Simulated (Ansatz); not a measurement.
# TaN: the cost of one run

Program: Ansatz 0.2.0. Level of theory: DFT PBE, scalar-relativistic, plane waves, PAW. These are calculated values, not measurements.

2 further runs of the same task are left out: 2 set aside as unsound or not needed.

## Step 1: The system as given

It takes space group P6_3mc (No. 186, hexagonal). The conventional cell has a = 2.767 Å, b = 2.767 Å, c = 6.000 Å, α = 90.00°, β = 90.00°, γ = 120.00°. Ta (site symmetry 3m) is surrounded by 4 N at 1.85 to 1.97 Å. Around N (site symmetry 3m) lie 4 Ta at 1.85 to 1.97 Å.

Structure file:

```cif
data_structure
_symmetry_space_group_name_H-M 'P6_3mc'
_symmetry_Int_Tables_number 186
_cell_length_a 2.7674
_cell_length_b 2.7674
_cell_length_c 6.0005
_cell_angle_alpha 90.000
_cell_angle_beta 90.000
_cell_angle_gamma 120.000
_cell_volume 39.80
loop_
_atom_site_label
_atom_site_type_symbol
_atom_site_symmetry_multiplicity
_atom_site_Wyckoff_symbol
_atom_site_fract_x
_atom_site_fract_y
_atom_site_fract_z
_atom_site_occupancy
Ta1 Ta 2 b 0.33333 0.66667 0.03876 1
N1 N 2 b 0.33333 0.66667 0.34624 1
```

Origin of the cell: volume kept, shape and atoms relaxed. At PBE, an earlier run found 109.93 GPa for this cell of 9.949 Å³/atom (12×12×8 mesh), mesh gap 0.07 eV, no moment left. The cell is compressed at this level.

## Step 2: Bands on a fine mesh

input.yaml

```yaml
crystal:
  lattice:
    - [2.7673888859, 0.0, 0.0]
    - [-1.383694443, 2.3966290774, 0.0]
    - [0.0, 0.0, 6.0004933302]
  atoms:
    - { symbol: Ta, position: [0.3333333333, 0.6666666667, 0.0387624884], spin: 0.05 }
    - { symbol: Ta, position: [0.6666666667, 0.3333333333, 0.5387624884], spin: 0.05 }
    - { symbol: "N", position: [0.3333333333, 0.6666666667, 0.3462375116] }
    - { symbol: "N", position: [0.6666666667, 0.3333333333, 0.8462375116] }
basis:
  ecutwfc: 420
  ecutrho_ratio: 4
kpoints:
  mp_grid: { grid: [12, 12, 8] }
hamiltonian:
  xc: pbe
scf:
  occupations: { method: gaussian, width: 0.05 }
  lower_state_search: "off"
output:
  forces: true
  stress: true
  eigenvalues: true
  populations: true
  eigenstates:
    nscf_kmesh: { grid: [18, 18, 8] }
    de_dk: true
    e_range: [-2.5, 2.565772061342]
  write_density: true
  write_potential: true
  elf: true
  volumetric_format: npy
magnetization:
  spin_polarized: true
checkpoint:
  read: start.run
  write: ck
  compress: false
  write_wavefunctions: false
  write_every: 100000
```

start.run is the folder with the converged state of an earlier run on this cell.

On the command line:

```
ansatz run input.yaml --threads 4 --pin off --max-ram 9216MiB --backend cpu --events-out ev --progress --plain --runs-dir out
```

Q: Estimate wall time and peak memory on 4 threads of Arm Neoverse V1, shared host.

About 15 s, with a peak of 0.51 GiB.
